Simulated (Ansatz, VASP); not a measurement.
This is a calculation of Be2C for Ansatz 0.2.0.

File input.yaml:

```yaml
crystal:
  lattice:
    - [0.0, 2.1504693608, 2.1504693608]
    - [2.1504693608, 0.0, 2.1504693608]
    - [2.1504693608, 2.1504693608, 0.0]
  atoms:
    - { symbol: C, position: [0.0, 0.0, 0.0] }
    - { symbol: Be, position: [0.75, 0.75, 0.75] }
    - { symbol: Be, position: [0.25, 0.25, 0.25] }
hamiltonian:
  xc: pbe
  pseudopotentials: { kind: paw }
kpoints:
  mp_grid: { grid: [11, 11, 11] }
scf:
  occupations: { method: fermi_dirac, width: 0.05 }
output:
  forces: true
  stress: true
  eigenvalues: true
```

Potentials or basis: Ansatz PAW.

Run with:

```bash
$ ansatz run input.yaml --threads 1 --pin off --max-ram 3584MiB --backend cpu --events-out ev --progress --plain --runs-dir out
```

Question: Translate it to VASP 6.6.1. Potentials there: VASP PAW PBE potentials, release 64 (C, Be).

Answer: As run (the cutoff follows the program's own potentials):

The input INCAR:

```
SYSTEM = Be2C
ALGO = Normal
EDIFF = 1E-7
ENCUT = 520
GGA = PE
ISIF = 2
ISMEAR = -1
LASPH = .True.
LCHARG = .False.
LREAL = .False.
LWAVE = .False.
NBANDS = 11
NELM = 100
PREC = Accurate
SIGMA = 0.05
```

The input KPOINTS:

```
k-points
0
Gamma
  11 11 11
  0 0 0
```

Contents of POSCAR:

```
Be2C
1.0
    0.0000000000      2.1504693608      2.1504693608
    2.1504693608      0.0000000000      2.1504693608
    2.1504693608      2.1504693608      0.0000000000
C Be
1 2
Direct
    0.0000000000      0.0000000000      0.0000000000
    0.7500000000      0.7500000000      0.7500000000
    0.2500000000      0.2500000000      0.2500000000
```

Potentials or basis: VASP PAW PBE potentials, release 64 (C, Be).

Command:

```bash
$ cat potpaw_PBE.64/C/POTCAR potpaw_PBE.64/Be/POTCAR > POTCAR
$ mpirun -np 1 vasp_std > vasp.out
```

Both were run:

|  | VASP | Ansatz | Ansatz less VASP |
| --- | --- | --- | --- |
| gap on the k mesh at the Fermi level (eV) | 1.26 | 1.28 | +0.013 |
| least direct gap on the mesh (eV) | 4.16 | 4.17 | +0.008 |
| pressure (GPa) | 4.4 | 4.0 | -0.41 |

The functional is the same, so the differences come from potentials, cutoffs and numerics.

Caveats: an odd mesh through Γ misses points on the zone boundary, where band edges often lie (VASP); odd divisions of the mesh miss points on the zone boundary, where band edges often lie, so the gap on the mesh can be too wide (Ansatz).
